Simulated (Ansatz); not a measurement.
Born–Oppenheimer molecular dynamics of a periodic cell of 16 atoms, SiNi (start crystal SiNi, start structure P2_13, volume 1.1 times the crystal's). It starts from an unrelaxed structure (largest force component 0.51 eV/Å).

Method: Ansatz, DFT PBE, scalar-relativistic, plane waves, PAW. Settings: accuracy low, PAW set soft_1, cutoff 420 eV, k mesh 2x2x2, fermi-dirac smearing 0.3 eV, no spin polarisation.

| Quantity | Value |
| --- | --- |
| ensemble | NVT, Nosé–Hoover chain |
| time step | 2.25 fs |
| steps asked | 300 |
| set temperature | 3500 K |
| thermostat | time constant 50 fs, chain length 3 |
| seed | 442461 |

Frames 45 fs apart, positions in Å, forces in eV/Å.

Velocities at 67.5 fs (Å/ps):

```
Si 2.84 2.48 -0.85
Si -15.80 6.98 1.98
Si -7.93 10.04 -7.69
Si 3.91 -2.21 -4.21
Ni 3.41 8.44 0.82
Ni 6.34 5.93 3.93
Ni 1.32 -3.33 4.54
Ni -3.83 -5.05 -2.23
Si -2.70 4.41 8.05
Si 8.49 -3.37 -8.81
Si 11.29 11.83 9.59
Si -0.10 2.48 9.06
Ni 4.06 -7.86 -7.01
Ni -0.75 -8.05 2.48
Ni -8.72 -1.42 5.19
Ni -1.84 -4.26 -11.14
```

```xyz
16
Lattice="0.0000 4.6419 4.6419 4.6419 0.0000 4.6419 4.6419 4.6419 0.0000" Properties=species:S:1:pos:R:3:forces:R:3 time_fs=67.5 energy_less_start_eV=4.820 T=2062
Si 3.849 3.627 3.694 0.78 0.78 -0.03
Si 3.285 5.519 5.995 -3.38 -0.40 2.65
Si 6.393 3.571 5.591 -0.16 -0.76 -2.43
Si 5.665 6.217 3.058 0.54 -1.22 -2.14
Ni 0.459 0.860 1.059 1.82 -0.81 -1.36
Ni 1.487 3.603 3.075 0.84 3.06 0.67
Ni 3.194 1.466 4.264 -0.29 -0.94 -0.86
Ni 4.392 3.186 1.373 -0.72 -0.89 -0.24
Si 8.467 8.369 8.392 1.35 3.77 1.75
Si 7.656 5.508 6.461 -0.40 -0.66 0.96
Si 6.596 7.694 5.187 -1.25 0.73 1.88
Si 5.231 6.029 7.695 0.14 0.45 0.13
Ni 4.888 5.487 4.801 2.82 -1.98 0.96
Ni 6.191 3.618 2.934 -0.19 1.37 -0.26
Ni 2.826 6.633 4.042 -1.61 -2.86 0.56
Ni 4.070 2.944 6.471 -0.29 0.35 -2.23
16
Lattice="0.0000 4.6419 4.6419 4.6419 0.0000 4.6419 4.6419 4.6419 0.0000" Properties=species:S:1:pos:R:3:forces:R:3 time_fs=112.5 energy_less_start_eV=5.040 T=2875
Si 3.938 3.721 3.599 0.04 -1.36 1.15
Si 2.850 5.676 6.375 2.03 -0.66 1.05
Si 6.243 3.466 5.190 0.61 -0.24 2.13
Si 5.749 6.383 3.119 -1.22 1.46 -0.78
Ni 0.796 0.966 0.758 -3.40 -1.06 2.89
Ni 1.808 4.150 3.257 -2.22 -0.70 -0.16
Ni 3.073 1.409 4.285 -0.61 0.70 0.07
Ni 4.183 2.826 1.302 0.75 0.33 0.51
Si 8.704 8.721 8.680 -0.07 -1.76 -0.93
Si 7.835 5.116 6.543 0.42 1.77 -2.24
Si 6.529 8.299 5.539 0.24 -1.81 -2.14
Si 5.178 6.133 7.916 -0.62 0.26 -2.28
Ni 5.063 5.186 4.723 -0.73 0.98 1.87
Ni 6.125 3.502 2.969 0.44 0.95 -0.12
Ni 2.486 6.332 4.302 4.25 0.80 -2.27
Ni 4.027 2.957 5.996 0.06 0.35 1.23
16
Lattice="0.0000 4.6419 4.6419 4.6419 0.0000 4.6419 4.6419 4.6419 0.0000" Properties=species:S:1:pos:R:3:forces:R:3 time_fs=157.5 energy_less_start_eV=5.639 T=3787
Si 3.921 3.480 3.829 0.34 1.66 -1.71
Si 3.307 4.871 6.717 -1.66 4.97 -3.75
Si 6.468 2.937 5.821 -0.44 0.20 -0.61
Si 5.306 6.866 3.369 -0.77 -1.09 -0.68
Ni 0.481 0.820 0.669 3.75 0.31 -1.38
Ni 1.745 4.607 3.181 0.73 -3.48 -0.66
Ni 2.658 1.566 4.192 0.81 -0.97 -0.71
Ni 4.152 2.653 1.295 -0.13 1.49 0.54
Si 8.498 8.734 8.552 0.83 -2.13 3.62
Si 8.000 5.212 6.136 -3.92 -0.56 3.04
Si 6.454 7.923 5.287 -0.85 1.24 0.93
Si 5.369 6.344 7.504 -0.17 0.86 0.56
Ni 5.064 5.192 5.088 1.58 -0.86 0.35
Ni 6.162 3.772 2.931 -0.35 0.63 0.13
Ni 3.111 6.141 4.193 -0.73 1.28 -0.68
Ni 4.046 3.124 5.921 0.99 -3.56 1.01
16
Lattice="0.0000 4.6419 4.6419 4.6419 0.0000 4.6419 4.6419 4.6419 0.0000" Properties=species:S:1:pos:R:3:forces:R:3 time_fs=202.5 energy_less_start_eV=7.050 T=3572
Si 3.979 3.965 3.681 -0.64 -1.27 0.88
Si 2.975 5.354 5.794 0.39 -2.03 1.83
Si 6.489 2.722 6.153 -0.25 1.36 -1.04
Si 5.258 5.955 2.741 -2.70 4.80 0.33
Ni 0.521 0.717 0.489 0.39 -1.13 -0.72
Ni 1.598 4.270 3.008 0.65 -0.14 2.89
Ni 2.460 1.611 3.904 1.71 1.52 0.69
Ni 4.144 2.967 1.413 0.24 -0.94 1.50
Si 7.684 8.632 9.181 0.46 1.09 -1.86
Si 7.422 5.656 6.360 1.49 -0.60 -0.91
Si 6.266 7.674 5.544 0.90 0.95 -1.55
Si 5.924 6.678 7.785 -1.83 -0.60 1.48
Ni 5.406 4.954 5.629 -1.28 0.26 -1.76
Ni 6.130 4.354 2.956 3.43 -7.35 -0.34
Ni 3.578 6.244 3.938 -1.63 0.98 -0.23
Ni 4.215 2.631 6.122 -1.31 3.10 -1.17
16
Lattice="0.0000 4.6419 4.6419 4.6419 0.0000 4.6419 4.6419 4.6419 0.0000" Properties=species:S:1:pos:R:3:forces:R:3 time_fs=247.5 energy_less_start_eV=6.597 T=4037
Si 3.824 3.993 3.910 -0.02 1.31 -0.81
Si 3.041 5.283 5.896 0.54 0.84 0.51
Si 6.404 2.994 6.169 2.04 -2.40 -1.28
Si 5.162 5.764 2.621 0.23 0.37 0.11
Ni 0.549 0.361 0.335 -1.72 2.16 3.06
Ni 1.470 3.729 3.465 -1.33 2.79 -4.44
Ni 2.725 1.911 3.628 1.22 -2.76 -0.11
Ni 4.180 3.140 1.888 0.09 -0.95 -0.83
Si 7.844 8.791 9.098 0.42 -0.09 0.07
Si 7.176 5.809 6.180 3.33 1.60 1.19
Si 6.278 7.799 5.302 0.42 -2.51 3.68
Si 5.561 6.677 8.375 -0.27 0.24 -1.22
Ni 5.497 4.819 5.828 -2.92 1.78 -1.34
Ni 6.424 3.933 2.790 0.23 0.36 -0.19
Ni 3.400 6.600 3.557 -1.01 -0.23 0.72
Ni 4.147 3.029 5.820 -1.24 -2.52 0.88
16
Lattice="0.0000 4.6419 4.6419 4.6419 0.0000 4.6419 4.6419 4.6419 0.0000" Properties=species:S:1:pos:R:3:forces:R:3 time_fs=292.5 energy_less_start_eV=7.009 T=3987
Si 3.373 4.681 3.705 -0.48 -2.92 3.67
Si 3.367 5.279 6.615 0.23 -2.10 -4.62
Si 6.772 2.618 5.764 -0.97 0.47 0.07
Si 5.474 5.710 3.201 0.07 0.52 0.21
Ni 0.579 0.485 1.023 1.45 -0.07 -1.67
Ni 1.140 3.650 3.289 -0.41 0.52 -1.36
Ni 3.122 1.778 3.515 -3.04 3.09 4.01
Ni 4.296 3.122 2.058 0.06 0.09 -1.03
Si 7.984 8.863 8.725 2.17 0.91 3.14
Si 7.812 5.377 6.306 -2.22 1.06 -2.69
Si 6.037 7.165 5.086 0.74 1.13 1.87
Si 5.184 6.621 8.489 2.42 0.15 0.31
Ni 5.273 5.198 5.664 1.44 -1.23 -0.72
Ni 6.593 3.652 2.598 -3.53 1.67 -2.15
Ni 3.241 6.867 3.379 1.94 -2.83 1.24
Ni 3.808 3.151 5.622 0.14 -0.45 -0.28
16
Lattice="0.0000 4.6419 4.6419 4.6419 0.0000 4.6419 4.6419 4.6419 0.0000" Properties=species:S:1:pos:R:3:forces:R:3 time_fs=337.5 energy_less_start_eV=8.372 T=2787
Si 2.394 4.458 4.261 5.11 4.85 -5.05
Si 3.448 5.096 6.331 1.06 0.89 1.03
Si 7.045 2.549 5.563 -1.17 1.38 -0.25
Si 5.609 5.705 3.405 -0.40 0.67 0.60
Ni 1.054 0.887 1.366 -1.62 0.91 -2.90
Ni 0.679 3.749 2.821 1.84 -0.59 -1.51
Ni 3.044 1.942 3.917 -0.53 -1.68 -2.65
Ni 4.292 2.979 1.847 -1.17 -0.68 1.57
Si 8.331 8.827 8.643 -1.90 0.59 0.98
Si 7.716 5.090 6.157 0.21 0.49 0.84
Si 5.897 7.819 5.189 -3.28 -6.19 0.67
Si 5.420 6.365 8.412 -0.51 0.85 -1.02
Ni 5.544 5.261 5.427 0.09 0.14 1.53
Ni 6.383 3.757 2.534 1.50 -1.60 3.71
Ni 3.563 6.628 3.507 -0.94 -0.88 -0.17
Ni 3.562 2.892 5.694 1.68 0.85 2.64
16
Lattice="0.0000 4.6419 4.6419 4.6419 0.0000 4.6419 4.6419 4.6419 0.0000" Properties=species:S:1:pos:R:3:forces:R:3 time_fs=382.5 energy_less_start_eV=7.395 T=2942
Si 2.554 4.601 3.911 -0.96 -2.27 1.86
Si 3.450 5.284 6.382 -1.01 -1.17 -0.89
Si 6.615 3.319 5.359 1.84 -3.13 -0.22
Si 5.657 5.647 3.134 -0.67 -0.25 -0.12
Ni 1.133 1.360 0.940 -0.35 -1.19 -0.63
Ni 0.663 3.729 2.275 -0.11 -0.41 5.08
Ni 2.894 1.851 3.857 0.31 0.32 1.62
Ni 4.014 2.720 2.065 0.02 2.84 -2.46
Si 8.330 8.947 8.822 2.51 -0.06 -0.10
Si 7.773 5.379 6.463 0.87 -1.39 -1.83
Si 5.897 7.582 5.259 0.02 0.45 0.10
Si 5.322 6.212 7.843 0.89 -1.29 1.34
Ni 5.821 5.181 5.452 -1.85 4.83 -2.50
Ni 6.522 3.506 3.192 -0.85 0.48 -1.75
Ni 3.636 6.450 3.595 0.86 1.32 2.55
Ni 3.562 2.791 6.115 -1.54 0.90 -2.05
16
Lattice="0.0000 4.6419 4.6419 4.6419 0.0000 4.6419 4.6419 4.6419 0.0000" Properties=species:S:1:pos:R:3:forces:R:3 time_fs=427.5 energy_less_start_eV=6.987 T=3546
Si 2.826 4.083 4.066 0.55 -0.36 -1.28
Si 3.168 5.263 6.080 0.33 0.75 0.90
Si 6.543 3.417 5.572 0.79 0.64 -2.62
Si 5.665 5.423 2.714 1.14 1.00 1.72
Ni 1.026 1.472 0.426 -0.40 0.04 0.05
Ni 0.842 3.578 2.737 1.08 -2.28 -1.85
Ni 2.910 1.716 3.988 0.69 -0.62 -0.43
Ni 3.806 3.005 1.970 0.20 -0.78 1.28
Si 9.068 8.681 8.978 -5.29 3.70 0.07
Si 8.390 5.223 6.249 -1.93 1.83 -0.37
Si 5.745 7.609 5.497 3.80 -0.47 2.84
Si 5.515 5.729 7.493 -0.07 2.12 -0.40
Ni 5.548 5.628 5.162 0.39 -4.27 0.33
Ni 6.465 3.394 3.171 -0.80 -0.43 1.53
Ni 3.732 6.588 4.166 -1.62 -0.47 -1.10
Ni 3.284 2.945 6.121 1.15 -0.41 -0.68
16
Lattice="0.0000 4.6419 4.6419 4.6419 0.0000 4.6419 4.6419 4.6419 0.0000" Properties=species:S:1:pos:R:3:forces:R:3 time_fs=472.5 energy_less_start_eV=8.259 T=3976
Si 3.648 3.993 3.923 -1.43 0.04 -1.51
Si 3.045 5.453 6.248 0.63 -0.08 -0.24
Si 6.507 3.609 5.343 2.73 -2.87 7.56
Si 5.854 5.738 3.013 -2.00 -3.28 -0.86
Ni 0.820 1.489 -0.058 0.08 -2.29 2.41
Ni 1.304 3.057 3.140 -0.19 4.35 0.52
Ni 3.188 1.471 3.970 -1.69 5.51 -0.68
Ni 3.777 3.078 1.988 0.35 0.26 -0.48
Si 8.461 8.977 8.831 3.36 -5.32 -0.30
Si 8.271 5.847 6.339 0.36 -2.77 0.83
Si 5.840 8.359 5.656 -0.22 0.36 -0.18
Si 5.691 5.902 7.060 0.11 -0.25 -0.56
Ni 5.183 4.966 4.948 -2.06 3.74 1.38
Ni 6.320 3.208 3.497 -0.99 1.51 -7.33
Ni 3.449 6.687 4.476 0.82 -0.43 -1.66
Ni 3.382 3.198 5.894 0.14 1.52 1.12
16
Lattice="0.0000 4.6419 4.6419 4.6419 0.0000 4.6419 4.6419 4.6419 0.0000" Properties=species:S:1:pos:R:3:forces:R:3 time_fs=517.5 energy_less_start_eV=9.049 T=4025
Si 3.356 4.128 3.347 1.78 0.91 2.61
Si 3.225 5.553 6.475 0.35 0.25 0.18
Si 6.320 2.993 6.220 -0.70 0.41 -3.23
Si 5.377 5.250 2.957 1.83 3.77 0.21
Ni 0.558 1.363 -0.113 1.89 0.30 0.93
Ni 1.668 3.129 3.700 -4.80 -3.01 -1.20
Ni 3.252 1.764 3.889 -0.76 -2.07 0.14
Ni 4.127 2.980 1.782 1.15 -0.58 -1.98
Si 8.698 8.438 8.184 -0.28 0.86 0.67
Si 8.166 5.832 6.545 0.62 1.92 -3.07
Si 6.177 8.892 5.280 -0.80 1.46 4.38
Si 5.966 5.878 6.883 -0.89 1.46 2.09
Ni 5.132 4.923 5.238 0.40 0.13 -2.01
Ni 6.027 3.403 3.332 1.24 -2.68 0.37
Ni 3.089 6.535 4.329 -0.16 -0.34 0.27
Ni 3.585 3.494 5.947 -0.87 -2.80 -0.36
16
Lattice="0.0000 4.6419 4.6419 4.6419 0.0000 4.6419 4.6419 4.6419 0.0000" Properties=species:S:1:pos:R:3:forces:R:3 time_fs=562.5 energy_less_start_eV=10.056 T=2896
Si 3.281 4.170 3.414 0.92 -1.04 -0.47
Si 3.694 5.775 6.492 -1.41 -1.19 -0.08
Si 5.905 3.022 5.768 1.33 1.06 0.64
Si 5.539 6.122 3.197 -1.84 -5.57 -4.12
Ni 0.613 1.358 -0.024 -0.87 -1.98 0.03
Ni 1.160 2.979 4.270 8.94 5.89 -4.67
Ni 2.992 1.643 3.873 0.62 0.39 -1.02
Ni 4.747 2.831 1.082 -6.99 0.69 8.76
Si 8.817 8.557 8.073 -2.54 0.96 -0.51
Si 8.161 5.696 5.788 -1.38 -2.30 3.46
Si 6.223 9.136 6.204 0.37 1.07 -1.65
Si 6.091 6.124 7.262 0.30 -1.80 -3.04
Ni 5.413 5.154 5.255 0.79 -0.43 -0.25
Ni 5.865 3.401 3.349 -0.62 1.93 2.07
Ni 2.803 6.184 4.285 3.01 0.98 1.25
Ni 3.641 3.258 5.867 -0.62 1.35 -0.41
```

Of the whole run (675 fs, mean temperature of the second half 3417 K): The conserved energy stayed within 2.4 meV per atom of its start (net change 1.4 meV per atom), so the integration is sound. A run of 0.68 ps of so small a system gives no equilibrium averages. Spin polarisation was left off. Limits of this set-up: coarse k mesh, magnetic elements without spin, low accuracy level.

Time of the run: 17 min on 2 threads of Arm Neoverse V2, on a shared host, peak memory 0.81 GiB.
